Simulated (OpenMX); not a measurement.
CsPbCl3:

```xyz
5
Lattice="5.6050 0.0000 0.0000 0.0000 5.6050 0.0000 0.0000 0.0000 5.6050" Properties=species:S:1:pos:R:3 pbc="T T T"
Pb    2.8025    2.8025    2.8025
Cs    0.0000    0.0000    0.0000
Cl    2.8025    0.0000    2.8025
Cl    0.0000    2.8025    2.8025
Cl    2.8025    2.8025    0.0000
```

Base run:

```yaml
Program: OpenMX 3.8.5
Functional: PBE
Potentials_or_basis: OpenMX 2013 PBE set, Pb8.0-s3p2d2f2, Cs12.0-s3p2d2f1, Cl7.0-s3p2d2f1, grid cutoff 500 Ry
k_mesh: 5 × 5 × 5
Occupations: fermi-dirac, width 0.05 eV
Spin: no spin polarisation
```

Its results: pressure 1.9 GPa.

**Question.** The run is repeated on the same cell with these changes: functional from PBE to LDA; potentials or basis from OpenMX 2013 PBE set, Pb8.0-s3p2d2f2, Cs12.0-s3p2d2f1, Cl7.0-s3p2d2f1, grid cutoff 500 Ry to OpenMX 2013 LDA set, Pb8.0-s3p2d2f1, Cs12.0-s3p2d2, Cl7.0-s2p2d1f1, grid cutoff 500 Ry. What comes out?

**Answer.** Pressure -1.0 GPa.

Caveats: the basis of atomic orbitals isn't converged, which shifts pressures, moduli and gaps.

Not every run made on this cell is shown here.
